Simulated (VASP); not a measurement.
# C in VASP: notebook

The runs below take C through single point, relaxation of the atoms, with PBEsol.

All numbers are computed with VASP 6.6.1; they aren't measurements. Logs are shortened: lines on timing, memory, paths and dates and some standing lists are left out, and cuts for length are marked.

**1. The slab as given**

The cell holds a slab with vacuum, 14 atoms: a = 2.514 Å, b = 2.514 Å, c = 27.828 Å, α = 90.00°, β = 90.00°, γ = 120.00°.

The slab is cut from a database's or a generator's crystal, which needn't be the stable form of the element.

**2. Single point, PBEsol**

INCAR reads:

```
ALGO = Fast
DIPOL = 0.5 0.5 0.500
EDIFF = 1E-7
ENCUT = 520
GGA = PS
ICORELEVEL = 1
IDIPOL = 3
ISIF = 2
ISMEAR = 0
KPAR = 4
LASPH = True
LCHARG = False
LDIPOL = True
LREAL = False
LVACPOTAV = True
LVHAR = True
LWAVE = False
NBANDS = 41
NELM = 80
PREC = Accurate
SIGMA = 0.03
```

KPOINTS reads:

```
k-points
0
Gamma
  12 12 1
```

POSCAR reads:

```
C
1.0
    2.5136995500      0.0000000000      0.0000000000
   -1.2568497800      2.1769276700      0.0000000000
    0.0000000000      0.0000000000     27.8276693200
C
14
Direct
    0.0000000000      0.0000000000      0.2695159200
    0.6666666700      0.3333333300      0.2879546500
    0.6666666700      0.3333333300      0.3432708300
    0.3333333300      0.6666666700      0.3617095500
    0.3333333300      0.6666666700      0.4170257300
    0.0000000000      0.0000000000      0.4354644600
    0.0000000000      0.0000000000      0.4907806400
    0.6666666700      0.3333333300      0.5092193600
    0.6666666700      0.3333333300      0.5645355400
    0.3333333300      0.6666666700      0.5829742700
    0.3333333300      0.6666666700      0.6382904500
    0.0000000000      0.0000000000      0.6567291700
    0.0000000000      0.0000000000      0.7120453500
    0.6666666700      0.3333333300      0.7304840800
```

Potentials or basis: VASP PAW PBE potentials, release 64 (C).

Started as:

```sh
$ cat potpaw_PBE.64/C/POTCAR > POTCAR
$ mpirun -np 4 vasp_std > vasp.out
```

OUTCAR:

```text
EDIFF = 1E-7
   ENCUT = 520
   GGA = PS
   ISIF = 2
   ISMEAR = 0
   LASPH = True
   LREAL = False
   NELM = 80
   PREC = Accurate

 ion  position               nearest neighbor table
   1  0.000  0.000  0.270-   2 1.54   2 1.54   2 1.54
   2  0.667  0.333  0.288-   1 1.54   1 1.54   1 1.54   3 1.54
   3  0.667  0.333  0.343-   4 1.54   4 1.54   4 1.54   2 1.54
   4  0.333  0.667  0.362-   3 1.54   3 1.54   3 1.54   5 1.54
   5  0.333  0.667  0.417-   6 1.54   6 1.54   6 1.54   4 1.54
   6  0.000  0.000  0.435-   5 1.54   5 1.54   5 1.54   7 1.54
   7  0.000  0.000  0.491-   8 1.54   8 1.54   8 1.54   6 1.54
   8  0.667  0.333  0.509-   7 1.54   7 1.54   7 1.54   9 1.54
   9  0.667  0.333  0.565-  10 1.54  10 1.54   8 1.54  10 1.54
  10  0.333  0.667  0.583-   9 1.54   9 1.54  11 1.54   9 1.54
  11  0.333  0.667  0.638-  12 1.54  12 1.54  12 1.54  10 1.54
  12  0.000  0.000  0.657-  11 1.54  11 1.54  11 1.54  13 1.54
  13  0.000  0.000  0.712-  14 1.54  14 1.54  14 1.54  12 1.54
  14  0.667  0.333  0.730-  13 1.54  13 1.54  13 1.54

  LATTYP: Found a hexagonal cell.
 ALAT       =     2.5136995500
 C/A-ratio  =    11.0704039073

  Lattice vectors:

 A1 = (   2.5136995500,   0.0000000000,   0.0000000000)
 A2 = (  -1.2568497800,   2.1769276700,   0.0000000000)
 A3 = (   0.0000000000,   0.0000000000,  27.8276693200)

Analysis of symmetry for initial positions (statically):
=====================================================================
 Subroutine PRICEL returns:
 Original cell was already a primitive cell.

 Routine SETGRP: Setting up the symmetry group for a
 hexagonal supercell.

 Subroutine GETGRP returns: Found 12 space group operations
 (whereof  6 operations were pure point group operations)
 out of a pool of 24 trial point group operations.

The static configuration has the point symmetry C_3v.
 The point group associated with its full space group is D_3d.

Analysis of symmetry for dynamics (positions and initial velocities):
=====================================================================
 Subroutine PRICEL returns:
 Original cell was already a primitive cell.

 Routine SETGRP: Setting up the symmetry group for a
 hexagonal supercell.

 Subroutine GETGRP returns: Found 12 space group operations
 (whereof  6 operations were pure point group operations)
 out of a pool of 24 trial point group operations.

The dynamic configuration has the point symmetry C_3v.
 The point group associated with its full space group is D_3d.

 Subroutine INISYM returns: Found 12 space group operations
 (whereof  6 operations are pure point group operations),
 and found     1 'primitive' translations

----------------------------------------------------------------------------------------

                                     Primitive cell

  volume of cell :     152.2770

  direct lattice vectors                    reciprocal lattice vectors
     2.513699550  0.000000000  0.000000000     0.397820018  0.229681495  0.000000000
    -1.256849780  2.176927670  0.000000000     0.000000000  0.459362988  0.000000000
     0.000000000  0.000000000 27.827669320     0.000000000  0.000000000  0.035935456

  length of vectors
     2.513699550  2.513699554 27.827669320     0.459362989  0.459362988  0.035935456

  position of ions in fractional coordinates (direct lattice)
     0.000000000  0.000000000  0.269515920
     0.666666670  0.333333330  0.287954650
     0.666666670  0.333333330  0.343270830
     0.333333330  0.666666670  0.361709550
     0.333333330  0.666666670  0.417025730
     0.000000000  0.000000000  0.435464460
     0.000000000  0.000000000  0.490780640
     0.666666670  0.333333330  0.509219360
     0.666666670  0.333333330  0.564535540
     0.333333330  0.666666670  0.582974270
     0.333333330  0.666666670  0.638290450
     0.000000000  0.000000000  0.656729170
     0.000000000  0.000000000  0.712045350
     0.666666670  0.333333330  0.730484080

  ion indices of the primitive-cell ions
   primitive index   ion index
                 1           1
                 2           2
                 3           3
                 4           4
                 5           5
                 6           6
                 7           7
                 8           8
                 9           9
                10          10
                11          11
[... 31 lines left out ...]
            Coordinates               Weight
  0.000000  0.000000  0.000000      1.000000
  0.083333  0.000000  0.000000      6.000000
  0.166667  0.000000  0.000000      6.000000
  0.250000  0.000000  0.000000      6.000000
  0.333333 -0.000000  0.000000      6.000000
  0.416667  0.000000  0.000000      6.000000
[... 11 lines left out ...]
  0.333333  0.250000  0.000000     12.000000
  0.333333  0.333333  0.000000      2.000000
   k-points           NKPTS =     19   k-points in BZ     NKDIM =     19   number of bands    NBANDS=     41
   number of dos      NEDOS =    301   number of ions     NIONS =     14
   total plane-waves  NPLWV =  84000
   dimension x,y,z NGX =    20 NGY =   20 NGZ =  210
   dimension x,y,z NGXF=    40 NGYF=   40 NGZF=  420
   ions per type =              14
   NGX,Y,Z   is equivalent  to a cutoff of  13.23, 13.23, 12.55 a.u.
   NGXF,Y,Z  is equivalent  to a cutoff of  26.45, 26.45, 25.09 a.u.
 SYSTEM =  unknown system
   PREC   = accura    normal or accurate (medium, high low for compatibility)
   ISTART =      0    job   : 0-new  1-cont  2-samecut
   ICHARG =      2    charge: 1-file 2-atom 10-const
   ISPIN  =      1    spin polarized calculation?
   LNONCOLLINEAR =      F non collinear calculations
   LSORBIT =      F    spin-orbit coupling
   LASPH  =      T    aspherical Exc in radial PAW
   ENCUT  =  520.0 eV  38.22 Ry    6.18 a.u.   4.67  4.67 51.74*2*pi/ulx,y,z
   NELM   =     80;   NELMIN=  2; NELMDL= -5     # of ELM steps
   EDIFF  = 0.1E-06   stopping-criterion for ELM
   LREAL  =      F    real-space projection
   EDIFFG = 0.1E-05   stopping-criterion for IOM
   NSW    =      0    number of steps for IOM
   IBRION =     -1    ionic relax: 0-MD 1-quasi-New 2-CG
   NFREE  =      0    steps in history (QN), initial steepest desc. (CG)
   ISIF   =      2    stress and relaxation
   ISYM   =      2    0-nonsym 1-usesym 2-fastsym
   POTIM  = 0.5000    time-step for ionic-motion
   TEBEG  =    0.0;   TEEND  =   0.0 temperature during run
   PSTRESS=    0.0 pullay stress
   NELECT =      56.0000    total number of electrons
   NUPDOWN=      -1.0000    fix difference up-down
   EMIN   =  10.00;   EMAX   =-10.00  energy-range for DOS
   EFERMI =   0.00;   METHOD = LEGACY
   ISMEAR =     0;   SIGMA  =   0.03  broadening in eV -4-tet -1-fermi 0-gaus
   EFERMI_NEDOS =   21; number of points for ismear=-14 and -15
   IALGO  =     68    algorithm
   IMIX   =      4    mixing-type and parameters
     AMIX     =   0.40;   BMIX     =  1.00
     AMIX_MAG =   1.60;   BMIX_MAG =  1.00
  volume/ion in A,a.u.               =      10.88        73.40
  Fermi-wavevector in a.u.,A,eV,Ry     =   1.172896  2.216452 18.717325  1.375685
  Thomas-Fermi vector in A             =   2.309317
   LORBIT       =      0    0 simple, 1 ext, 2 COOP (PROOUT), +10 PAW based schemes
   GGA     = PS    functional components
   LHFCALC =     F    Hartree Fock is set to
   AEXX    =    0.0000 exact exchange contribution
   IVDW    =     0    specifies the selected vdW correction
   LEPSILON=     F    determine dielectric tensor
   LRPA    =     F    only Hartree local field effects (RPA)
 non-spin polarized calculation
 RMM-DIIS sequential band-by-band and
 Gauss-broadening in eV      SIGMA  =   0.03
  energy-cutoff  :      520.00
  volume of cell :      152.28
 maximum number of plane-waves:      4135
 NGX is ok and might be reduce to    20
   NGX =  9   NGY =  9   NGZ =103

 number of electron      55.9999998 magnetization

 dipolmoment           0.000000      0.000000     -0.000000 electrons x Angstroem

 Free energy of the ion-electron system (eV)
  ---------------------------------------------------
  ext. energy  EPLUGINS =         0.00000000
  ---------------------------------------------------
  free energy    TOTEN  =      -129.54070694 eV

  energy without entropy =     -129.53220883  energy(sigma->0) =     -129.53645788

 the core state eigenenergies are
   1-  1s   -262.8488
   2-  1s   -263.4025
   3-  1s   -264.3900
   4-  1s   -264.1746
   5-  1s   -264.4492
   6-  1s   -264.4276
   7-  1s   -264.4689
   8-  1s   -264.4690
   9-  1s   -264.4276
  10-  1s   -264.4492
  11-  1s   -264.1746
  12-  1s   -264.3900
  13-  1s   -263.4025
  14-  1s   -262.8489

 E-fermi :   2.7929     XC(G=0):  -7.5826

 val. band max:        2.7836607772   @ k =   0.3333   0.1667   0.0000
 cond. band min:       2.8012283038   @ k =   0.2500   0.2500   0.0000
 fundamental gap:      0.0175675266
 Fermi energy:         2.7929255137

 k-point     1 :       0.0000    0.0000    0.0000
  band No.  band energies     occupation
      1     -19.9543      2.00000
      2     -19.3661      2.00000
      3     -18.5638      2.00000
      4     -17.5669      2.00000
      5     -16.3779      2.00000
      6     -15.0048      2.00000
[... 806 lines left out ...]
     39      13.0703      0.00000
     40      13.9301      0.00000
 [bands above 40 left out]

------------------------ aborting loop because EDIFF is reached ----------------------------------------

  FORCE on cell =-STRESS in cart. coord.  units (eV):
  Direction    XX          YY          ZZ          XY          YZ          ZX
  --------------------------------------------------------------------------------------
  -------------------------------------------------------------------------------------
  Total       -0.1187550     -0.1187550     -2.2741820      0.0000000      0.0000000     -0.0000000
  in kB       -1.2494775     -1.2494775    -23.9277356      0.0000000      0.0000000     -0.0000000
  external PRESSURE =      -8.8088969 kB  Pullay stress =       0.0000000 kB

 VOLUME and BASIS-vectors are now :
 -----------------------------------------------------------------------------
  energy-cutoff  :      520.00
  volume of cell :      152.28
      direct lattice vectors                 reciprocal lattice vectors
     2.513699550  0.000000000  0.000000000     0.397820018  0.229681495  0.000000000
    -1.256849780  2.176927670  0.000000000     0.000000000  0.459362988  0.000000000
     0.000000000  0.000000000 27.827669320     0.000000000  0.000000000  0.035935456

 POSITION                                       TOTAL-FORCE (eV/Angst)
 -----------------------------------------------------------------------------------
      0.00000      0.00000      7.50000         0.000000     -0.000000      4.222726
      1.25685      0.72564      8.01311         0.000000     -0.000000     -4.794700
      1.25685      0.72564      9.55243        -0.000000      0.000000      0.800280
     -0.00000      1.45129     10.06553        -0.000000     -0.000000     -0.381102
     -0.00000      1.45129     11.60485         0.000000     -0.000000      0.171210
      0.00000      0.00000     12.11796         0.000000     -0.000000     -0.075114
      0.00000      0.00000     13.65728        -0.000000      0.000000      0.057820
      1.25685      0.72564     14.17039         0.000000     -0.000000     -0.057820
      1.25685      0.72564     15.70971        -0.000000      0.000000      0.075114
     -0.00000      1.45129     16.22282        -0.000000      0.000000     -0.171210
     -0.00000      1.45129     17.76214         0.000000     -0.000000      0.381102
      0.00000      0.00000     18.27524         0.000000     -0.000000     -0.800280
      0.00000      0.00000     19.81456         0.000000     -0.000000      4.794700
      1.25685      0.72564     20.32767        -0.000000     -0.000000     -4.222726
 -----------------------------------------------------------------------------------
    total drift:                               -0.000003      0.000002     -0.000054

  FREE ENERGIE OF THE ION-ELECTRON SYSTEM (eV)
  ---------------------------------------------------
  free  energy   TOTEN  =      -129.5407069373 eV

  energy  without entropy=     -129.5322088251  energy(sigma->0) =     -129.53645788

 vacuum level on the upper side and lower side of the slab         8.372         8.372
```

It took 1.8 min on 4 MPI ranks of Intel Xeon Platinum 8488C (Sapphire Rapids), shared host; peak memory 0.29 GiB.

Results:

* Free energy: -129.5407 eV
* Largest force: 4.795 eV/Å
* Band gap on the k mesh: none (metal or under the smearing width)
* Work function of the upper face: 5.58 eV
* Work function of the lower face: 5.58 eV

Forces on the atoms (eV/Å):
```
C    0.000  0.000  4.223
C    0.000  0.000 -4.795
C    0.000  0.000  0.800
C    0.000  0.000 -0.381
C    0.000  0.000  0.171
C    0.000  0.000 -0.075
C    0.000  0.000  0.058
C    0.000  0.000 -0.058
C    0.000  0.000  0.075
C    0.000  0.000 -0.171
C    0.000  0.000  0.381
C    0.000  0.000 -0.800
C    0.000  0.000  4.795
C    0.000  0.000 -4.223
```

Levels at points of the mesh, in eV from the Fermi level:
| k point | band 25 | band 26 | band 27 | band 28 | band 29 | band 30 | band 31 | band 32 |
| --- | --- | --- | --- | --- | --- | --- | --- | --- |
| (0.00, 0.00, 0.00) | -0.80 | -0.73 | -0.73 | -0.09 | 0.22 | 4.65 | 4.65 | 4.97 |
| (0.50, 0.00, 0.00) | -4.57 | -3.81 | -3.71 | -0.10 | -0.09 | 3.49 | 3.79 | 4.34 |

Core levels (eV, on the scale of the bands):
```
atom     levels
 1 C  1s -262.8
 2 C  1s -263.4
 3 C  1s -264.4
 4 C  1s -264.2
 5 C  1s -264.4
 6 C  1s -264.4
```

Caveat: the PAW data sets were made with another functional, which shifts forces and pressure a little.

(Part 1 of 3 ends here.)
